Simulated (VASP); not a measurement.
# Lu (P6_3/mmc) in VASP: notebook, part 2 of 2

VASP 6.6.1.

## Step 6: Single point, PBE

INCAR

```
SYSTEM = Lu
  PREC = Low
  ENCUT = 550
  EDIFF = 1E-6
  ISMEAR = 0
  SIGMA = 0.1
  LREAL = .False.
  LASPH = .True.
  NELM = 100
  ALGO = Normal
  ISIF = 2
  LWAVE = .False.
  LCHARG = .False.
  GGA = PE
  ADDGRID = .False.
```

KPOINTS

```
regular mesh
0
Gamma
  19 19 10
  0 0 0
```

POSCAR

```
Lu
1.0
    3.5031000000      0.0000000000      0.0000000000
   -1.7515500000      3.0337735920      0.0000000000
    0.0000000000      0.0000000000      5.5509000000
Lu
2
Direct
    0.6666666667      0.3333333333      0.7500000000
    0.3333333333      0.6666666667      0.2500000000
```

Potentials or basis: VASP PAW PBE potentials, release 64 (Lu_3), 4f in core.

Command:

```console
$ cat potpaw_PBE.64/Lu_3/POTCAR > POTCAR
$ mpirun -np 1 vasp_std > vasp.out
```

OUTCAR:

```text
SYSTEM = Lu
   PREC = Low
   ENCUT = 550
   EDIFF = 1E-6
   ISMEAR = 0
   LREAL = .False.
   LASPH = .True.
   NELM = 100
   ISIF = 2
   GGA = PE

 Found    240 irreducible k-points:

 Following reciprocal coordinates:
            Coordinates               Weight
  0.000000  0.000000  0.000000      1.000000
  0.052632  0.000000  0.000000      6.000000
  0.105263  0.000000  0.000000      6.000000
  0.157895 -0.000000  0.000000      6.000000
  0.210526 -0.000000  0.000000      6.000000
  0.263158 -0.000000  0.000000      6.000000
   k-points           NKPTS =    240   k-points in BZ     NKDIM =    240   number of bands    NBANDS=     13
   number of dos      NEDOS =    301   number of ions     NIONS =      2
   total plane-waves  NPLWV =  12800
   dimension x,y,z NGX =    20 NGY =   20 NGZ =   32
   dimension x,y,z NGXF=    20 NGYF=   20 NGZF=   32
   ions per type =               2
   NGX,Y,Z   is equivalent  to a cutoff of   9.49,  9.49,  9.58 a.u.
   NGXF,Y,Z  is equivalent  to a cutoff of   9.49,  9.49,  9.58 a.u.
 SYSTEM =  Lu
   PREC   = low       normal or accurate (medium, high low for compatibility)
   ISTART =      0    job   : 0-new  1-cont  2-samecut
   ICHARG =      2    charge: 1-file 2-atom 10-const
   ISPIN  =      1    spin polarized calculation?
   LNONCOLLINEAR =      F non collinear calculations
   LSORBIT =      F    spin-orbit coupling
   LASPH  =      T    aspherical Exc in radial PAW
   ENCUT  =  550.0 eV  40.42 Ry    6.36 a.u.   6.70  6.70 10.61*2*pi/ulx,y,z
   NELM   =    100;   NELMIN=  2; NELMDL= -5     # of ELM steps
   EDIFF  = 0.1E-05   stopping-criterion for ELM
   LREAL  =      F    real-space projection
   EDIFFG = 0.1E-04   stopping-criterion for IOM
   NSW    =      0    number of steps for IOM
   IBRION =     -1    ionic relax: 0-MD 1-quasi-New 2-CG
   NFREE  =      0    steps in history (QN), initial steepest desc. (CG)
   ISIF   =      2    stress and relaxation
   ISYM   =      2    0-nonsym 1-usesym 2-fastsym
   POTIM  = 0.5000    time-step for ionic-motion
   TEBEG  =    0.0;   TEEND  =   0.0 temperature during run
   PSTRESS=    0.0 pullay stress
   NELECT =      18.0000    total number of electrons
   NUPDOWN=      -1.0000    fix difference up-down
   EMIN   =  10.00;   EMAX   =-10.00  energy-range for DOS
   EFERMI =   0.00;   METHOD = LEGACY
   ISMEAR =     0;   SIGMA  =   0.10  broadening in eV -4-tet -1-fermi 0-gaus
   EFERMI_NEDOS =   21; number of points for ismear=-14 and -15
   IALGO  =     38    algorithm
   IMIX   =      4    mixing-type and parameters
     AMIX     =   0.40;   BMIX     =  1.00
     AMIX_MAG =   1.60;   BMIX_MAG =  1.00
  volume/ion in A,a.u.               =      29.50       199.05
  Fermi-wavevector in a.u.,A,eV,Ry     =   1.102130  2.082723 16.526853  1.214689
  Thomas-Fermi vector in A             =   2.238568
   LORBIT       =      0    0 simple, 1 ext, 2 COOP (PROOUT), +10 PAW based schemes
   GGA     = PE    functional components
   LHFCALC =     F    Hartree Fock is set to
   AEXX    =    0.0000 exact exchange contribution
   IVDW    =     0    specifies the selected vdW correction
   LEPSILON=     F    determine dielectric tensor
   LRPA    =     F    only Hartree local field effects (RPA)
 non-spin polarized calculation
 Gauss-broadening in eV      SIGMA  =   0.10
  energy-cutoff  :      550.00
  volume of cell :       58.99
 maximum number of plane-waves:      1752
   NGX = 13   NGY = 13   NGZ = 21

 number of electron      18.0000067 magnetization

 Free energy of the ion-electron system (eV)
  ---------------------------------------------------
  ext. energy  EPLUGINS =         0.00000000
  ---------------------------------------------------
  free energy    TOTEN  =        -8.91379911 eV

  energy without entropy =       -8.89546074  energy(sigma->0) =       -8.90462993

 E-fermi :   2.7774     XC(G=0):  -9.9081

 val. band max:        2.7742167896   @ k =   0.2632   0.2105   0.4000
 cond. band min:       2.7778731262   @ k =   0.3684   0.0526   0.2000
 fundamental gap:      0.0036563366
 Fermi energy:         2.7774441001

 k-point     1 :       0.0000    0.0000    0.0000
  band No.  band energies     occupation
      1     -24.2702      2.00000
      2     -23.8613      2.00000
      3     -23.8612      2.00000
      4     -23.7853      2.00000
      5     -23.7852      2.00000
      6     -23.7594      2.00000
      7      -3.2477      2.00000
      8       0.3405      2.00000
      9       3.3272      0.00000
     10       4.9920      0.00000
     11       4.9924      0.00000
     12       5.2780      0.00000
     13       5.6925      0.00000

 k-point     2 :       0.0526    0.0000    0.0000
  band No.  band energies     occupation
      1     -24.2659      2.00000
      2     -23.8701      2.00000
      3     -23.8643      2.00000
      4     -23.7947      2.00000
      5     -23.7865      2.00000
      6     -23.7613      2.00000
      7      -3.1813      2.00000
      8       0.4091      2.00000
      9       3.2808      0.00000
     10       4.7683      0.00000
     11       5.0547      0.00000
     12       5.4416      0.00000
     13       5.6019      0.00000

 k-point     3 :       0.1053    0.0000    0.0000
  band No.  band energies     occupation
      1     -24.2533      2.00000
      2     -23.8961      2.00000
      3     -23.8729      2.00000
      4     -23.8220      2.00000
      5     -23.7903      2.00000
      6     -23.7672      2.00000
      7      -2.9849      2.00000
      8       0.6090      2.00000
      9       3.1508      0.00000
     10       4.3908      0.00000
     11       5.2483      0.00000
     12       5.3429      0.00000
     13       5.8907      0.00000

 k-point     4 :       0.1579   -0.0000    0.0000
  band No.  band energies     occupation
      1     -24.2330      2.00000
      2     -23.9362      2.00000
      3     -23.8860      2.00000
      4     -23.8634      2.00000
      5     -23.7963      2.00000
      6     -23.7769      2.00000
      7      -2.6671      2.00000
      8       0.9200      2.00000
      9       2.9604      0.00966
     10       3.9730      0.00000
     11       4.9974      0.00000
     12       5.5514      0.00000
     13       5.6151      0.00000

 k-point     5 :       0.2105   -0.0000    0.0000
  band No.  band energies     occupation
      1     -24.2063      2.00000
      2     -23.9864      2.00000
      3     -23.9138      2.00000
      4     -23.9019      2.00000
      5     -23.8042      2.00000
      6     -23.7905      2.00000
      7      -2.2423      2.00000
      8       1.2978      2.00000
      9       2.7385      1.41787
     10       3.5662      0.00000
     11       4.6648      0.00000
     12       5.2554      0.00000
     13       5.5267      0.00000

 k-point     6 :       0.2632   -0.0000    0.0000
  band No.  band energies     occupation
      1     -24.1747      2.00000
      2     -24.0411      2.00000
      3     -23.9673      2.00000
      4     -23.9188      2.00000
      5     -23.8131      2.00000
      6     -23.8079      2.00000
      7      -1.7313      2.00000
      8       1.6522      2.00000
      9       2.5123      1.99982
     10       3.2166      0.00000
     11       4.4300      0.00000
     12       4.9550      0.00000
     13       5.2774      0.00000

 [... further k-points ...]

------------------------ aborting loop because EDIFF is reached ----------------------------------------

  FORCE on cell =-STRESS in cart. coord.  units (eV):
  Direction    XX          YY          ZZ          XY          YZ          ZX
  --------------------------------------------------------------------------------------
  -------------------------------------------------------------------------------------
  Total        0.1165863      0.1165863     -0.3249978     -0.0000000     -0.0000000      0.0000000
  in kB        3.1663517      3.1663517     -8.8265696     -0.0000000     -0.0000000      0.0000000
  external PRESSURE =      -0.8312887 kB  Pullay stress =       0.0000000 kB

 VOLUME and BASIS-vectors are now :
 -----------------------------------------------------------------------------
  energy-cutoff  :      550.00
  volume of cell :       58.99
      direct lattice vectors                 reciprocal lattice vectors
     3.503100000  0.000000000  0.000000000     0.285461448  0.164811244  0.000000000
    -1.751550000  3.033773592  0.000000000     0.000000000  0.329622488  0.000000000
     0.000000000  0.000000000  5.550900000     0.000000000  0.000000000  0.180150967

 POSITION                                       TOTAL-FORCE (eV/Angst)
 -----------------------------------------------------------------------------------
      1.75155      1.01126      4.16318         0.000000     -0.000000      0.000000
     -0.00000      2.02252      1.38773        -0.000000      0.000000      0.000000
 -----------------------------------------------------------------------------------
    total drift:                               -0.000000      0.000000     -0.000000

  FREE ENERGIE OF THE ION-ELECTRON SYSTEM (eV)
  ---------------------------------------------------
  free  energy   TOTEN  =        -8.9137991120 eV

  energy  without entropy=       -8.8954607400  energy(sigma->0) =       -8.90462993
```

OSZICAR:

```text
N       E                     dE             d eps       ncg     rms          rms(c)
DAV:   1     0.465854779601E+02    0.46585E+02   -0.89149E+03 10931   0.154E+03
DAV:   2    -0.646683921386E+01   -0.53052E+02   -0.51871E+02 10709   0.728E+02
DAV:   3    -0.881425517695E+01   -0.23474E+01   -0.22245E+01 11267   0.649E+01
DAV:   4    -0.891605126660E+01   -0.10180E+00   -0.97677E-01 11465   0.102E+01
DAV:   5    -0.892072761190E+01   -0.46763E-02   -0.45197E-02 10574   0.178E+00    0.252E+01
DAV:   6    -0.890758731355E+01    0.13140E-01   -0.36165E-02 10472   0.428E+00    0.150E+01
DAV:   7    -0.891392570060E+01   -0.63384E-02   -0.66772E-02 10175   0.575E+00    0.370E-01
DAV:   8    -0.891379416922E+01    0.13153E-03   -0.45754E-03 10318   0.986E-01    0.977E-02
DAV:   9    -0.891380364337E+01   -0.94742E-05   -0.21387E-04 10852   0.235E-01    0.298E-02
DAV:  10    -0.891379882951E+01    0.48139E-05   -0.22701E-05 10602   0.766E-02    0.346E-02
DAV:  11    -0.891379911197E+01   -0.28246E-06   -0.74710E-07  6030   0.188E-02
   1 F= -.89137991E+01 E0= -.89046299E+01  d E =-.183384E-01
```

stdout:

```text
POSCAR found type information on POSCAR Lu
 POSCAR found :  1 types and       2 ions
 scaLAPACK will be used
 LDA part: xc-table for (Slater+PW92), standard interpolation
 POSCAR, INCAR and KPOINTS ok, starting setup
 FFT: planning ... GRIDC
 FFT: planning ... GRID_SOFT
 FFT: planning ... GRID
 WAVECAR not read
 entering main loop
```

Wall time 36 s (1 thread of Intel Xeon 6975P-C (Granite Rapids), shared host); peak memory 0.26 GiB.

The run converged, but some of its settings lie outside the range that counts as converged, so its numbers aren't taken as properties of the crystal.

What came out:

* Free energy: -8.9138 eV
* Pressure: -0.1 GPa
* Band gap on the k mesh: none (metal or under the smearing width)

## Step 7: The reference run

An earlier run on the cell as given: functional PBE; potentials or basis VASP PAW PBE potentials, release 64 (Lu); cutoff 520 eV; k mesh 9 × 9 × 5; occupations fermi-dirac, width 0.05 eV; no spin polarisation.

- Pressure: -0.4 GPa
- Band gap on the k mesh: none (metal or under the smearing width)
